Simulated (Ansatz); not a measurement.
C:

```
CELL_PARAMETERS angstrom
0.00000 1.78337 1.78337
1.78337 0.00000 1.78337
1.78337 1.78337 0.00000
ATOMIC_POSITIONS crystal
C 0.75000 0.75000 0.75000
C 0.50000 0.50000 0.50000
```

This isn't the form of C at room conditions, which is graphite.

Base run:

| Quantity | Value |
| --- | --- |
| Program | Ansatz 0.2.0 |
| Functional | RPBE |
| Potentials or basis | Ansatz PAW |
| Cutoff | 420 eV (not typed: the program's choice for these potentials) |
| k mesh | 13 × 13 × 13 |
| Occupations | fermi-dirac, width 0.05 eV |
| Spin | no spin polarisation |

Its results: band gap on the k mesh 4.15 eV, indirect (least direct gap 5.60 eV); pressure 7.9 GPa.

Problem. The run is repeated on the same cell with these changes: functional from RPBE to PBE; k mesh from 13 × 13 × 13 to 7 × 7 × 7. What comes out?

Solution. Band gap on the k mesh 4.27 eV, indirect (least direct gap 5.59 eV); pressure 1.8 GPa.

Several settings changed at once, so the effect can't be laid on one alone.

Caveats: some runs use coarse meshes; the PAW data sets come from PBE, with cores solved anew for the run's functional, which leaves a small shift of forces and pressure (some runs); odd divisions of the mesh miss points on the zone boundary, where band edges often lie, so the gap on the mesh can be too wide (some runs).
